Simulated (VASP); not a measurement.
# InSe (P6_3/mmc) in VASP: a series of runs, part 2 of 2

VASP 6.6.1. Earlier steps stand in the parts before.

## (3) Core levels, LDA

INCAR reads:

```
SYSTEM = InSe
PREC = Accurate ; ENCUT = 520
EDIFF = 1E-6 ; ISMEAR = 0
SIGMA = 0.02 ; LREAL = .False.
LASPH = .True. ; NELM = 100
ALGO = Normal ; ISIF = 2
LWAVE = .False. ; LCHARG = .False.
GGA = CA ; ICORELEVEL = 1
```

KPOINTS reads:

```
Automatic mesh
0
Gamma
  6 6 2
  0 0 0
```

POSCAR reads:

```
InSe
1.0
    4.0500000000      0.0000000000      0.0000000000
   -2.0250000000      3.5074028853      0.0000000000
    0.0000000000      0.0000000000     16.9300000000
In Se
4 4
Direct
    0.6666666667      0.3333333333      0.8430000000
    0.3333333333      0.6666666667      0.3430000000
    0.6666666667      0.3333333333      0.6570000000
    0.3333333333      0.6666666667      0.1570000000
    0.6666666667      0.3333333333      0.3980000000
    0.3333333333      0.6666666667      0.8980000000
    0.6666666667      0.3333333333      0.1020000000
    0.3333333333      0.6666666667      0.6020000000
```

Potentials or basis: VASP PAW LDA potentials, release 64 (In_d, Se).

On the command line:

```
$ cat potpaw_LDA.64/In_d/POTCAR potpaw_LDA.64/Se/POTCAR > POTCAR
$ mpirun -np 1 vasp_std > vasp.out
```

OUTCAR:

```text
SYSTEM = InSe
   PREC = Accurate
   ENCUT = 520
   EDIFF = 1E-6
   ISMEAR = 0
   LREAL = .False.
   LASPH = .True.
   NELM = 100
   ISIF = 2
   GGA = CA

 ion  position               nearest neighbor table
   1  0.667  0.333  0.843-   6 2.52   6 2.52   6 2.52   3 3.15
   2  0.333  0.667  0.343-   5 2.52   5 2.52   5 2.52   4 3.15
   3  0.667  0.333  0.657-   8 2.52   8 2.52   8 2.52   1 3.15
   4  0.333  0.667  0.157-   7 2.52   7 2.52   7 2.52   2 3.15
   5  0.667  0.333  0.398-   2 2.52   2 2.52   2 2.52
   6  0.333  0.667  0.898-   1 2.52   1 2.52   1 2.52
   7  0.667  0.333  0.102-   4 2.52   4 2.52   4 2.52
   8  0.333  0.667  0.602-   3 2.52   3 2.52   3 2.52

  LATTYP: Found a hexagonal cell.
 ALAT       =     4.0500000000
 C/A-ratio  =     4.1802469136

  Lattice vectors:

 A1 = (   4.0500000000,   0.0000000000,   0.0000000000)
 A2 = (  -2.0250000000,   3.5074028853,   0.0000000000)
 A3 = (   0.0000000000,   0.0000000000,  16.9300000000)

Analysis of symmetry for initial positions (statically):
=====================================================================
 Subroutine PRICEL returns:
 Original cell was already a primitive cell.

 Routine SETGRP: Setting up the symmetry group for a
 hexagonal supercell.

 Subroutine GETGRP returns: Found 24 space group operations
 (whereof 12 operations were pure point group operations)
 out of a pool of 24 trial point group operations.

The static configuration has the point symmetry D_3d.
 The point group associated with its full space group is D_6h.

Analysis of symmetry for dynamics (positions and initial velocities):
=====================================================================
 Subroutine PRICEL returns:
 Original cell was already a primitive cell.

 Routine SETGRP: Setting up the symmetry group for a
 hexagonal supercell.

[... 151 lines left out ...]
  free energy    TOTEN  =       -31.71527971 eV

  energy without entropy =      -31.71469071  energy(sigma->0) =      -31.71498521

 the core state eigenenergies are
   1-  1s -27581.5463  2s  -4128.1686  2p  -3710.4841  3s   -776.5516  3p   -639.2051
       3d   -424.5429  4s   -110.9434  4p    -69.7963
   2-  1s -27581.5463  2s  -4128.1686  2p  -3710.4841  3s   -776.5516  3p   -639.2051
       3d   -424.5429  4s   -110.9434  4p    -69.7963
   3-  1s -27581.5463  2s  -4128.1686  2p  -3710.4841  3s   -776.5516  3p   -639.2051
       3d   -424.5429  4s   -110.9434  4p    -69.7963
   4-  1s -27581.5463  2s  -4128.1686  2p  -3710.4841  3s   -776.5516  3p   -639.2051
       3d   -424.5429  4s   -110.9434  4p    -69.7963
   5-  1s -12430.3954  2s  -1590.7664  2p  -1400.7697  3s   -202.6105  3p   -142.9930
       3d    -43.9614
   6-  1s -12430.3954  2s  -1590.7664  2p  -1400.7697  3s   -202.6105  3p   -142.9930
       3d    -43.9614
   7-  1s -12430.3954  2s  -1590.7664  2p  -1400.7697  3s   -202.6105  3p   -142.9930
       3d    -43.9614
   8-  1s -12430.3954  2s  -1590.7664  2p  -1400.7697  3s   -202.6105  3p   -142.9930
       3d    -43.9614

 E-fermi :   4.0650     XC(G=0):  -9.0432

 val. band max:        4.0513117890   @ k =   0.1667   0.0000   0.0000
 cond. band min:       4.2708331703   @ k =   0.0000   0.0000   0.5000
 fundamental gap:      0.2195213813
 Fermi energy:         4.0649939808

 k-point     1 :       0.0000    0.0000    0.0000
  band No.  band energies     occupation
      1     -11.1483      2.00000
      2     -11.1352      2.00000
      3     -11.0528      2.00000
      4     -11.0328      2.00000
      5     -10.9334      2.00000
      6     -10.9334      2.00000
[... 265 lines left out ...]
     32       0.1471      2.00000
     33       0.5692      2.00000

------------------------ aborting loop because EDIFF is reached ----------------------------------------

  FORCE on cell =-STRESS in cart. coord.  units (eV):
  Direction    XX          YY          ZZ          XY          YZ          ZX
  --------------------------------------------------------------------------------------
  -------------------------------------------------------------------------------------
  Total        8.8348684      8.8348684     -1.8908375      0.0000000      0.0000000      0.0000000
  in kB       58.8590205     58.8590205    -12.5970006      0.0000000      0.0000000      0.0000000
  external PRESSURE =      35.0403468 kB  Pullay stress =       0.0000000 kB

 VOLUME and BASIS-vectors are now :
 -----------------------------------------------------------------------------
  energy-cutoff  :      520.00
  volume of cell :      240.49
      direct lattice vectors                 reciprocal lattice vectors
     4.050000000  0.000000000  0.000000000     0.246913580  0.142555622  0.000000000
    -2.025000000  3.507402885  0.000000000     0.000000000  0.285111244  0.000000000
     0.000000000  0.000000000 16.930000000     0.000000000  0.000000000  0.059066745

 POSITION                                       TOTAL-FORCE (eV/Angst)
 -----------------------------------------------------------------------------------
      2.02500      1.16913     14.27199         0.000000      0.000000     -2.615094
     -0.00000      2.33827      5.80699        -0.000000     -0.000000     -2.615094
      2.02500      1.16913     11.12301         0.000000     -0.000000      2.615094
     -0.00000      2.33827      2.65801         0.000000      0.000000      2.615094
      2.02500      1.16913      6.73814        -0.000000      0.000000      1.656815
     -0.00000      2.33827     15.20314         0.000000     -0.000000      1.656815
      2.02500      1.16913      1.72686        -0.000000      0.000000     -1.656815
     -0.00000      2.33827     10.19186        -0.000000     -0.000000     -1.656815
 -----------------------------------------------------------------------------------
    total drift:                               -0.000000     -0.000000      0.000000

  FREE ENERGIE OF THE ION-ELECTRON SYSTEM (eV)
  ---------------------------------------------------
  free  energy   TOTEN  =       -31.7152797089 eV

  energy  without entropy=      -31.7146907054  energy(sigma->0) =      -31.71498521
```

stdout:

```text
POSCAR found type information on POSCAR InSe
 POSCAR found :  2 types and       8 ions
 scaLAPACK will be used
 LDA part: xc-table for (Slater(with rela. corr.)+CA(PZ))
 , standard interpolation
 POSCAR, INCAR and KPOINTS ok, starting setup
 FFT: planning ... GRIDC
 FFT: planning ... GRID_SOFT
 FFT: planning ... GRID
 WAVECAR not read
 entering main loop
```

Run time: 84 s. Hardware: 1 thread of AMD EPYC 9R45 (Zen 5), shared host; peak memory 0.29 GiB.

What came out:

- Free energy: -31.7153 eV
- Pressure: 3.5 GPa
- Largest force: 2.615 eV/Å
- Band gap on the k mesh: none (metal or under the smearing width)

Forces on the atoms (eV/Å):
```
In   0.000  0.000 -2.615
In   0.000  0.000 -2.615
In   0.000  0.000  2.615
In   0.000  0.000  2.615
Se   0.000  0.000  1.657
Se   0.000  0.000  1.657
Se   0.000  0.000 -1.657
Se   0.000  0.000 -1.657
```

Core levels (eV, on the scale of the bands):
| atom | levels |
| --- | --- |
| 1 In | 1s -27581.5, 2s -4128.2, 2p -3710.5, 3s -776.6, 3p -639.2, 3d -424.5, 4s -110.9, 4p -69.8 |
| 2 In | 1s -27581.5, 2s -4128.2, 2p -3710.5, 3s -776.6, 3p -639.2, 3d -424.5, 4s -110.9, 4p -69.8 |
| 3 In | 1s -27581.5, 2s -4128.2, 2p -3710.5, 3s -776.6, 3p -639.2, 3d -424.5, 4s -110.9, 4p -69.8 |
| 4 In | 1s -27581.5, 2s -4128.2, 2p -3710.5, 3s -776.6, 3p -639.2, 3d -424.5, 4s -110.9, 4p -69.8 |
| 5 Se | 1s -12430.4, 2s -1590.8, 2p -1400.8, 3s -202.6, 3p -143.0, 3d -44.0 |
| 6 Se | 1s -12430.4, 2s -1590.8, 2p -1400.8, 3s -202.6, 3p -143.0, 3d -44.0 |

Caveat: forces of over 1 eV/Å show positions far from the minimum, so gaps and moduli don't describe the material at rest.

## (4) The reference run

An earlier run on the cell as given: functional PBE; potentials or basis VASP PAW PBE potentials, release 64 (In_d, Se); cutoff 520 eV; k mesh 8 × 8 × 2; occupations fermi-dirac, width 0.05 eV; no spin polarisation.

- Pressure: 7.7 GPa
- Largest force: 2.893 eV/Å
- Band gap on the k mesh: none (metal or under the smearing width)

## (5) Summary

| task | level | potentials or basis | k mesh | smearing | gap on the mesh (eV) | pressure (GPa) | largest force (eV/Å) |
| --- | --- | --- | --- | --- | --- | --- | --- |
| electric field gradients | LDA | VASP PAW LDA potentials, release 64 (In_d, Se) | 6 × 6 × 2 | gaussian 0.02 eV | none | 3.5 | 2.62 |
| core levels | LDA | VASP PAW LDA potentials, release 64 (In_d, Se) | 6 × 6 × 2 | gaussian 0.02 eV | none | 3.5 | 2.62 |
| single point | PBE | VASP PAW PBE potentials, release 64 (In_d, Se) | 8 × 8 × 2 | fermi-dirac 0.05 eV | none | 7.7 | 2.89 |

Alike in all rows: no spin polarisation; cell as given; cutoff (eV) 520.

Caveats: forces of over 1 eV/Å show positions far from the minimum, so gaps and moduli don't describe the material at rest; this functional lacks dispersion, which binds the layers, so the pressure and a relaxed spacing across them are unreliable (some runs).

Absolute energies hang on the potentials; compare differences alone.
